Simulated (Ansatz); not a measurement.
# Ti: a single-point run

The task is a single-point run on Ti.

Program: Ansatz 0.2.0. Level of theory: DFT, r2SCAN, all-electron PAW with datasets made for the crystal, scalar-relativistic. These are calculated values, not measurements.

**1. The system as given**

The structure is trigonal, space group R-3m (No. 166). Conventional cell: a = 4.644 Å, b = 4.644 Å, c = 2.760 Å, α = 90.00°, β = 90.00°, γ = 120.00°. Ti (site symmetry -3m) is surrounded by 8 Ti at 2.76 to 2.83 Å.

Coordinates:

```cif
data_structure
_symmetry_space_group_name_H-M 'P 1'
_symmetry_Int_Tables_number 1
_cell_length_a 2.8349
_cell_length_b 2.8349
_cell_length_c 2.8349
_cell_angle_alpha 110.002
_cell_angle_beta 110.002
_cell_angle_gamma 110.002
_cell_volume 17.18
loop_
_atom_site_label
_atom_site_type_symbol
_atom_site_fract_x
_atom_site_fract_y
_atom_site_fract_z
_atom_site_occupancy
Ti1 Ti 0.00000 0.00000 0.00000 1
```

**2. The calculation**

File input.yaml:

```yaml
crystal:
  lattice:
    - [-1.6583343322, 1.6258179727, 1.6258179727]
    - [1.6258179727, -1.6583343322, 1.6258179727]
    - [1.6258179727, 1.6258179727, -1.6583343322]
  atoms:
    - { symbol: Ti, position: [0.0, 0.0, 0.0] }
kpoints:
  mp_grid: { grid: [18, 18, 18] }
scf:
  occupations: { method: fermi_dirac, width: 0.05 }
  NELM: 60
  max_iter: 50
hamiltonian:
  xc: r2scan
  pseudopotentials: { kind: all_electron, datasets: crystal }
output:
  forces: true
  stress: true
  eigenvalues: true
  efg: { contact_densities: true }
```

The run is started by

```bash
$ ansatz run input.yaml --threads 1 --pin off --max-ram 2048MiB --backend cpu --events-out ev --progress --plain --runs-dir out
```

Q: Will this input give a usable result? If not, why, and what should change?

The program refused the input before any cycle. The line that matters: «line 12 column 3: unknown field `NELM`, expected one of max_iter, algorithm, n_extra_bands, self_checks, convergence, ...»

In the input, scf.NELM is 60; scf.max_iter is 50. The input holds a keyword that this program doesn't have at that place; such names come from other codes or other sections.

Remedy: delete scf.NELM and scf.max_iter.
